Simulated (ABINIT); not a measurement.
A run of ABINIT 10.8.3 (patched build):

File run.abi:

```
ndtset 2

pp_dirpath "./"
pseudos "Sn.GGA_PBE-JTH.xml"

acell 3*1.0
rprim
    -5.5560602284     5.5560602284     3.0222427496
     5.5560602284    -5.5560602284     3.0222427496
     5.5560602284     5.5560602284    -3.0222427496
ntypat 1
znucl 50
natom 2
typat 1 1
xred
     0.0000000000     0.0000000000     0.0000000000
     0.7500000000     0.2500000000     0.5000000000

ecut 22.0
pawecutdg 44.0
pawxcdev 0

ixc 11

occopt 3
tsmear 0.00183747

nspinor 2
nspden 1
pawspnorb 1

nstep 100

iomode 3
prtwf 0
prteig 0
prtebands 0
enunit 1
prtden1 1

kptopt1 4
ngkpt1 7 7 7
nshiftk1 1
shiftk1 0.0 0.0 0.0
nband1 36
tolvrs1 1.0e-9

iscf2 -2
getden2 1
nband2 48
nbdbuf2 8
tolwfr2 1.0e-11
kptopt2 -8
ndivsm2 5
prteig2 1
kptbounds2
     0.0000000000     0.0000000000     0.0000000000
     0.0000000000     0.0000000000     0.5000000000
    -0.5000000000     0.5000000000     0.5000000000
     0.0000000000     0.0000000000     0.0000000000
     0.3239715651     0.3239715651    -0.3239715651
     0.2500000000     0.2500000000     0.2500000000
     0.0000000000     0.5000000000     0.0000000000
    -0.3239715651     0.6760284349     0.3239715651
    -0.5000000000     0.5000000000     0.5000000000
```

Potentials or basis: JTH PAW PBE v2.0.

Command:

```sh
$ abinit run.abi > log 2>&1
```

Hardware: 1 thread of Intel(R) Xeon(R) 6975P-C (Granite Rapids) (shared host).

Question: How long does it take, and how much memory?

Answer: Wall time 5.5 min on 1 thread of Intel(R) Xeon(R) 6975P-C (Granite Rapids) (shared host), peak memory 0.27 GiB. Counts: scf iterations 9, mpi ranks 1, k points 49, bands 36, plane waves 1862.
